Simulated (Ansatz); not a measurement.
# Sb: what symmetry allows forces and stress to be

```
CELL_PARAMETERS angstrom
4.71456 0.00000 -0.04170
0.00000 4.67027 0.00000
-1.43363 0.00000 6.64031
ATOMIC_POSITIONS crystal
Sb 0.66700 0.75000 0.31385
Sb 0.05717 0.25000 0.23986
Sb 0.93663 0.75000 0.75953
Sb 0.33920 0.25000 0.68676
```

Method: Ansatz, DFT PBEsol, scalar-relativistic, plane waves, PAW.

Cutoff 420 eV; k points 10×10×8 on the computed 4-atom cell (Γ-centred); Gaussian smearing, width 0.10 eV; no spin polarisation.

This distorted cell has space group Pm, with 2 operations.

Question: Without a calculation: in which directions can each atom feel a force?

Answer: A force must be left unchanged by every operation that keeps its atom in place, so it lies in the space that those operations leave fixed. Atoms that the group maps onto each other feel forces of one size.
```csv
atom,site symmetry,operations at the site,equivalent to atom,allowed force (Cartesian)
Sb1,m,2,1,"in the plane normal to (0.00, 1.00, 0.00)"
Sb2,m,2,2,"in the plane normal to (0.00, 1.00, 0.00)"
Sb3,m,2,3,"in the plane normal to (0.00, 1.00, 0.00)"
Sb4,m,2,4,"in the plane normal to (0.00, 1.00, 0.00)"
```

That leaves 8 independent force components of 12, tied by 2 conditions that the forces sum to zero, so 6 remain. A relaxation in this cell that keeps the symmetry moves the atoms in these directions alone.

Question: And the stress tensor?

Answer: It must be invariant under the point group, which leaves 4 independent components: yz, xy vanish.

Question: Do the computed values obey this?

Answer: Yes. Forces (eV/Å):
```
Sb1  0.451  0.000  0.370
Sb2 -0.263  0.000  0.629
Sb3  0.367  0.000 -0.616
Sb4 -0.555  0.000 -0.384
```

Stress (GPa, compression positive, xx yy zz yz xz xy): -6.01 -7.54 -5.89 0.00 0.04 0.00. The program imposes the same operations on density, forces and stress, so this confirms the analysis and is no independent test of the calculation.

 The cell holds layers, and where no dispersion correction was added their binding is poorly described.

This form isn't the element's structure at ambient conditions.